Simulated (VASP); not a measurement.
Runs of VASP 6.6.1 on BAs. The structure is cubic, space group F-43m (No. 216). The conventional cell has a = 4.777 Å, b = 4.777 Å, c = 4.777 Å, α = 90.00°, β = 90.00°, γ = 90.00°. Around B (site symmetry -43m) lie 4 As at 2.07 Å. As (site symmetry -43m) has 4 B at 2.07 Å as nearest neighbours. 

```csv
task,level,potentials or basis,cell,gap on the mesh (eV),pressure (GPa)
relaxation of cell and atoms,PBE+D3(BJ),"VASP PAW PBE potentials, release 64 (B, As)",relaxed,1.17,0.0
relaxation of the atoms,PBE+D3(BJ),"VASP PAW PBE potentials, release 64 (B, As)",atoms relaxed from: a relaxed cell with its volume scaled by 0.96,(a),6.2
relaxation of cell and atoms,PBEsol,"VASP PAW PBE potentials, release 64 (B, As)",relaxed,1.08,0.1
relaxation of the atoms,LDA,"VASP PAW LDA potentials, release 64 (B, As)",atoms relaxed from: a relaxed cell with its volume scaled by 0.94,1.05,10.3
```

Alike in all rows: no spin polarisation; k mesh 10 × 10 × 10; cutoff (eV) 600; smearing gaussian 0.03 eV.

Question: Fill in the values left out.

Answer: (a) 1.13.

Caveats: the relaxation stopped at its first step, so nothing moved (some runs); the PAW data sets were made with another functional, which shifts forces and pressure a little (some runs).

A k mesh can miss the band edges, and the runs leave out spin-orbit coupling on As.
